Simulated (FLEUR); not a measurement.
# GaN (P6_3mc) in FLEUR: notebook, part 2 of 2

FLEUR MaX-R8.1 (later development tree).

## (5) Equation of state, r2SCAN, 11.31 Å³/atom

Changes to inp.xml since step 4:

```diff
@@ -27,3 +27,3 @@
       <xi:include xmlns:xi="http://www.w3.org/2001/XInclude" href="sym.xml"> </xi:include>
-      <bulkLattice scale="0.9864848297">
+      <bulkLattice scale="1.0000000000">
          <bravaisMatrix>
```

Command:

```sh
inpgen -f crystal.txt -profile fastHighL
# inp.xml edited to the form shown
fleur_MPI
```

Wall time 11 min (1 thread of Arm Neoverse V1, shared host); peak memory 0.12 GiB.

It converged, with:

```
Free energy                                           : -108798.1013 eV
Band gap on the k mesh                                : 2.41 eV, direct
Valence electrons inside the program's atomic spheres : Ga 18.52; N 3.39 (radii Ga 1.86, N 1.42 bohr)
```

Caveat: the meta-GGA is that of a development version, with a GGA for the radial functions and cores and without core tails.

## (6) Equation of state, r2SCAN, 11.76 Å³/atom (volume scaled by 1.04)

Changes to inp.xml since step 5:

```diff
@@ -27,3 +27,3 @@
       <xi:include xmlns:xi="http://www.w3.org/2001/XInclude" href="sym.xml"> </xi:include>
-      <bulkLattice scale="1.0000000000">
+      <bulkLattice scale="1.0131594038">
          <bravaisMatrix>
```

Potentials or basis: all-electron, FLAPW.

Command:

```sh
inpgen -f crystal.txt -profile fastHighL
# inp.xml edited to the form shown
fleur_MPI
```

It took 11 min on 1 thread of Arm Neoverse V1, shared host; peak memory 0.12 GiB.

The run converged. Its results:

```
Free energy                                           : -108798.0720 eV
Band gap on the k mesh                                : 2.13 eV, direct
Valence electrons inside the program's atomic spheres : Ga 18.49; N 3.36 (radii Ga 1.86, N 1.42 bohr)
```

Caveat: the meta-GGA is that of a development version, with a GGA for the radial functions and cores and without core tails.

## (7) Equation of state, r2SCAN, 11.99 Å³/atom (volume scaled by 1.06)

Changes to inp.xml since step 6:

```diff
@@ -27,3 +27,3 @@
       <xi:include xmlns:xi="http://www.w3.org/2001/XInclude" href="sym.xml"> </xi:include>
-      <bulkLattice scale="1.0131594038">
+      <bulkLattice scale="1.0196128224">
          <bravaisMatrix>
```

Command:

```sh
inpgen -f crystal.txt -profile fastHighL
# inp.xml edited to the form shown
fleur_MPI
```

It took 12 min on 1 thread of Arm Neoverse V1, shared host; peak memory 0.12 GiB.

Results (log left out):

* Free energy: -108798.0284 eV
* Band gap on the k mesh: 1.99 eV, direct
* Valence electrons inside the program's atomic spheres: Ga 18.48; N 3.35 (radii Ga 1.86, N 1.42 bohr)

Caveat: the meta-GGA is that of a development version, with a GGA for the radial functions and cores and without core tails.

## (8) Equation of state, r2SCAN

Potentials or basis: all-electron, FLAPW.

This step only gathers the single runs of the series.

Results:

| Property | Result |
| --- | --- |
| Equilibrium volume | 11.38 Å³/atom |
| Bulk modulus at fixed shape and positions | 197 GPa |

Energy against volume, from the lowest point:
| volume (Å³/atom) | energy (meV/atom) |
| --- | --- |
| 10.632 | 33.50 |
| 10.858 | 15.62 |
| 11.310 | 0.00 |
| 11.763 | 7.33 |
| 11.989 | 18.22 |

Caveat: the meta-GGA is that of a development version, with a GGA for the radial functions and cores and without core tails; the cell was scaled at fixed shape and fractional positions, which overstates the stiffness of a crystal with free parameters, most of all of layers and chains.

## (9) Band structure, r2SCAN, spin-orbit coupling, no magnetisation

Changes to inp.xml since step 7:

```diff
@@ -6,3 +6,3 @@
    <calculationSetup>
-      <cutoffs Kmax="5.27" Gmax="16.3" GmaxXC="16.3" numbands="0"/>
+      <cutoffs Kmax="5.1" Gmax="15.8" GmaxXC="15.8" numbands="200"/>
       <scfLoop itmax="60" minDistance="0.00001" maxIterBroyd="15" imix="Anderson" alpha="0.05" precondParam="0.0" spinf="2.0" sdNocoIR="T"/>
@@ -14,3 +14,3 @@
       <magnetism jspins="1"/>
-      <soc l_soc="F" theta="0.0" phi="0.0" spav="F"/>
+      <soc l_soc="T" theta="0.0" phi="0.0" spav="F"/>
       <expertModes spex="0" secvar="F"/>
@@ -27,3 +27,3 @@
       <xi:include xmlns:xi="http://www.w3.org/2001/XInclude" href="sym.xml"> </xi:include>
-      <bulkLattice scale="1.0196128224">
+      <bulkLattice scale="1.0">
          <bravaisMatrix>
@@ -37,3 +37,3 @@
       <species name="Gallium (Ga)" element="Ga" atomicNumber="31">
-         <mtSphere radius="1.86" gridPoints="635" logIncrement="0.019"/>
+         <mtSphere radius="1.92" gridPoints="635" logIncrement="0.019"/>
          <atomicCutoffs lmax="8" lnonsphr="6"/>
@@ -54,3 +54,3 @@
       <species name="Nitrogen (N)" element="N" atomicNumber="7">
-         <mtSphere radius="1.42" gridPoints="487" logIncrement="0.021"/>
+         <mtSphere radius="1.47" gridPoints="487" logIncrement="0.021"/>
          <atomicCutoffs lmax="8" lnonsphr="6"/>
```

crystal.txt reads:

```
GaN
&input cartesian=F /
3.1800000000  0.0000000000  0.0000000000
-1.5900000000  2.7539607840  0.0000000000
0.0000000000  0.0000000000  5.1660000000
1.8897261246
1.0 1.0 1.0

4
31 0.6666666667  0.3333333333  0.5000000000
31 0.3333333333  0.6666666667  0.0000000000
7 0.6666666667  0.3333333333  0.8750000000
7 0.3333333333  0.6666666667  0.3750000000

&soc 0.0 0.0 /
&kpt div1=8 div2=8 div3=4 gamma=T /
```

Changes to inp.xml (bands) since step 2:

```diff
@@ -6,3 +6,3 @@
    <calculationSetup>
-      <cutoffs Kmax="5.1" Gmax="15.8" GmaxXC="15.8" numbands="0"/>
+      <cutoffs Kmax="5.1" Gmax="15.8" GmaxXC="15.8" numbands="200"/>
       <scfLoop itmax="60" minDistance="0.00001" maxIterBroyd="15" imix="Anderson" alpha="0.05" precondParam="0.0" spinf="2.0" sdNocoIR="T"/>
@@ -14,3 +14,3 @@
       <magnetism jspins="1"/>
-      <soc l_soc="F" theta="0.0" phi="0.0" spav="F"/>
+      <soc l_soc="T" theta="0.0" phi="0.0" spav="F"/>
       <expertModes spex="0" secvar="F"/>
```

Potentials or basis: all-electron, FLAPW.

Command:

```sh
inpgen -f crystal.txt -profile fastHighL
# inp.xml edited to the form shown
fleur_MPI
fleur_MPI   # second run, on inp.xml (bands)
```

Wall time 20 min (1 thread of Arm Neoverse V1, shared host); peak memory 0.36 GiB.

Results (log left out):

- Free energy: -108798.2022 eV
- Band gap on the k mesh: 2.40 eV, direct
- Band gap along the path: 2.40 eV, direct
- Valence electrons inside the program's atomic spheres: Ga 18.67; N 3.57 (radii Ga 1.92, N 1.47 bohr)

Levels at the corners of the path, in eV from the valence-band top:
```tsv
point	band 48	band 49	band 50	band 51	band 52	band 53	band 54	band 55	band 56	band 57
Γ	-0.07	0.00	0.00	0.00	0.00	2.40	2.40	4.87	4.87	10.00
M	-2.86	-2.30	-2.30	-1.02	-1.02	5.59	5.59	6.17	6.17	6.57
K	-3.10	-3.10	-3.08	-2.78	-2.78	5.56	5.56	8.60	8.60	8.61
Γ	-0.07	0.00	0.00	0.00	0.00	2.40	2.40	4.87	4.87	10.00
A	-0.57	-0.55	-0.55	-0.55	-0.55	4.81	4.81	4.81	4.81	9.24
L	-2.02	-1.98	-1.98	-1.98	-1.98	4.92	4.92	4.92	4.92	8.49
H	-4.29	-1.56	-1.56	-1.55	-1.55	7.09	7.09	7.11	7.11	7.86
A	-0.57	-0.55	-0.55	-0.55	-0.55	4.81	4.81	4.81	4.81	9.24
L	-2.02	-1.98	-1.98	-1.98	-1.98	4.92	4.92	4.92	4.92	8.49
M	-2.86	-2.30	-2.30	-1.02	-1.02	5.59	5.59	6.17	6.17	6.57
K	-3.10	-3.10	-3.08	-2.78	-2.78	5.56	5.56	8.60	8.60	8.61
H	-4.29	-1.56	-1.56	-1.55	-1.55	7.09	7.09	7.11	7.11	7.86
```

Core levels (eV from the Fermi level):
```
atom                                                       levels
1 Ga  1s1/2 -10221.4, 2s1/2 -1255.1, 2p1/2 -1109.9, 2p3/2 -1082.3
2 Ga  1s1/2 -10221.4, 2s1/2 -1255.1, 2p1/2 -1109.9, 2p3/2 -1082.3
 3 N                                                 1s1/2 -375.1
 4 N                                                 1s1/2 -375.1
```

Caveat: spin-orbit coupling is added in second variation on a limited number of bands; the meta-GGA is that of a development version, with a GGA for the radial functions and cores and without core tails.

## (10) The runs side by side

```tsv
task	spin	k mesh	gmax	muffin-tin radii	max iterations	mixing factor	mixer	kmax	gap on the mesh (eV)
band structure	off	10 × 10 × 5	15.8 1/bohr	Ga 1.92, N 1.47 bohr	60	0.05	Anderson	5.1 1/bohr	2.41
equation of state	off	10 × 10 × 5	16.3 1/bohr	Ga 1.86, N 1.42 bohr	-	-	-	5.27 1/bohr	-
band structure	SOC, no magnetisation	8 × 8 × 4	15.8 1/bohr	Ga 1.92, N 1.47 bohr	60	0.05	Anderson	5.1 1/bohr	2.40
```

Alike in all rows: level r2SCAN; potentials or basis all-electron, FLAPW; cell as given; smearing fermi-dirac 0.05 eV.

Caveats: the meta-GGA is that of a development version, with a GGA for the radial functions and cores and without core tails; the cell was scaled at fixed shape and fractional positions, which overstates the stiffness of a crystal with free parameters, most of all of layers and chains (some runs); spin-orbit coupling is added in second variation on a limited number of bands (some runs).

Compare energies only between runs with the same functional and basis.

## (11) Against experiment

Step 2. Against the measured gap of GaN, 3.503 eV (direct; quoted in “Studying electronic properties in GaN without electrical contacts using γ-γ vs e−-γ Perturbed Angular Correlations”, 2019, pmc:6823545), the calculated 2.41 eV is off by -1.10 eV. Spin-orbit coupling on Ga is left out. The value is that of r2SCAN, without temperature or zero-point motion.

Step 9. Measured gap of GaN: 3.503 eV (direct; quoted in “Studying electronic properties in GaN without electrical contacts using γ-γ vs e−-γ Perturbed Angular Correlations”, 2019, pmc:6823545). This calculation gives 2.40 eV (-1.10 eV). The value is that of r2SCAN, without temperature or zero-point motion.
